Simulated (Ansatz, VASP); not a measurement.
SrO: VASP beside Ansatz

Contents of INCAR:

```
ALGO = Normal ; EDIFF = 1E-7
ENCUT = 520 ; GGA = PE
ISIF = 2 ; ISMEAR = -1
LASPH = T ; LCHARG = T
LELF = T ; LREAL = F
LVHAR = T ; LWAVE = F
NBANDS = 15 ; NELM = 80
PREC = Accurate ; SIGMA = 0.02
```

KPOINTS

```
k-points
0
Gamma
  8 8 8
```

POSCAR

```
SrO
1.0
    0.0000000000      2.6814269745      2.9568456470
    2.6814269745      0.0000000000      2.9568456470
    2.6814269745      2.6814269745      0.0000000000
Sr O
1 1
Direct
    0.0000000000      0.0000000000      0.0000000000
    0.2500000000      0.2500000000      0.2500000000
```

Input for Ansatz:

```yaml
crystal:
  lattice:
    - [0.0, 2.6814269745, 2.956845647]
    - [2.6814269745, 0.0, 2.956845647]
    - [2.6814269745, 2.6814269745, 0.0]
  atoms:
    - { symbol: Sr, position: [0.0, 0.0, 0.0] }
    - { symbol: O, position: [0.25, 0.25, 0.25] }
kpoints:
  mp_grid: { grid: [8, 8, 8] }
  band_path:
    path:
      - [0.0, 0.0, 0.0]
      - [-0.5, -0.5, 0.0]
      - [-0.375, -0.375, 0.25]
      - [-0.375, 0.0, 0.375]
      - [0.0, 0.0, 0.5]
      - [-0.5, -0.25, 0.25]
      - [0.333333, 0.5, -0.166667]
    npoints: 1
hamiltonian:
  xc: pbe
scf:
  occupations: { method: fermi_dirac, width: 0.02 }
  n_extra_bands: 4
output:
  forces: true
  stress: true
  eigenvalues: true
  write_density: true
  write_potential: true
  elf: true
  volumetric_format: npy
```

Change from the starting cell: epitaxial_xy strain -4.0%.

Alike in both runs: task single point; functional PBE; k mesh 8 × 8 × 8; occupations fermi-dirac, width 0.02 eV; no spin polarisation.

|  | VASP | Ansatz |
| --- | --- | --- |
| version | VASP 6.6.1 | Ansatz 0.2.0 |
| potentials or method | VASP PAW PBE potentials, release 64 (Sr_sv, O) | plane waves, PAW |
| plane-wave cutoff (eV) | 520 | 420 |
| valence electrons in the cell | 16 | 16 |

```tsv
	VASP	Ansatz	Ansatz less VASP
gap on the k mesh at the Fermi level (eV)	2.54	2.53	-0.004
pressure (GPa)	2.7	2.2	-0.51
largest component of the traceless stress (GPa)	1.20	1.25	+0.052
```

A k mesh can miss the band edges.
